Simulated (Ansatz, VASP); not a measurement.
Ag in VASP and in Ansatz

The input INCAR:

```
  PREC = Accurate
  ENCUT = 520
  EDIFF = 1E-6
  ISMEAR = 0
  SIGMA = 0.1083
  LREAL = F
  LASPH = T
  NELM = 60
  ALGO = Fast
  ISIF = 2
  LWAVE = F
  LCHARG = F
  GGA = PE
  NBANDS = 18
```

The input KPOINTS:

```
Automatic mesh
0
Gamma
  12 12 7
```

Contents of POSCAR:

```
Ag
1.0
    1.5637180000      2.7084340000      0.0000000000
   -1.5637180000      2.7084340000      0.0000000000
    0.0000000000      0.0000000000      5.0473410000
Ag
2
Direct
    0.3333300000      0.3333400000      0.2500000000
    0.6666600000      0.6666700000      0.7500000000
```

Input for Ansatz:

```yaml
crystal:
  lattice:
    - [1.563718, 2.708434, 0.0]
    - [-1.563718, 2.708434, 0.0]
    - [0.0, 0.0, 5.047341]
  atoms:
    - { symbol: Ag, position: [0.33333, 0.33334, 0.25] }
    - { symbol: Ag, position: [0.66666, 0.66667, 0.75] }
  symmetry: { tolerance: 0.0003 }
kpoints:
  mp_grid: { grid: [12, 12, 7], shift: [0, 0, 0] }
  band_path:
    path:
      - [0.0, 0.0, 0.0]
      - [0.5, 0.0, 0.0]
      - [0.66666667, 0.33333333, 0.0]
      - [0.0, 0.0, 0.0]
      - [0.0, 0.0, 0.5]
      - [0.5, 0.0, 0.5]
      - [0.66666667, 0.33333333, 0.5]
      - [0.0, 0.0, 0.5]
      - [0.5, 0.0, 0.5]
      - [0.5, 0.0, 0.0]
      - [0.66666667, 0.33333333, 0.5]
    npoints: 6
magnetization:
  spin_polarized: false
scf:
  occupations: { method: gaussian, width: 0.1083 }
  lower_state_search: "off"
  max_iter: 200
hamiltonian:
  pseudopotentials: { kind: paw }
  xc: pbe
basis:
  ecutwfc: 420
  fft_grid_basis: typed
output:
  forces: true
  stress: true
  eigenvalues: true
  bader: true
  populations: true
  elf: true
  write_potential: true
  volumetric_format: npy
  dos:
    e_range: [-12, 8]
    de: 0.05
    projected: { site_lists: { Ag: [Ag] } }
checkpoint:
  read: saved_state
```

Alike in both runs: task single point; functional PBE; k mesh 12 × 12 × 7; occupations gaussian, width 0.1083 eV; no spin polarisation.

```csv
,VASP,Ansatz
version,VASP 6.6.1,Ansatz 0.2.0
potentials or method,"VASP PAW PBE potentials, release 64 (Ag)",PAW plane waves
plane-wave cutoff (eV),520,420
valence electrons in the cell,22,38
```

```tsv
	VASP	Ansatz	Ansatz less VASP
pressure (GPa)	-9.6	-9.6	-0.02
largest component of the traceless stress (GPa)	0.27	0.27	+0.002
```

The two sets of potentials don't hold the same shells in valence. Ansatz warned: «structure_snapped_to_symmetry».
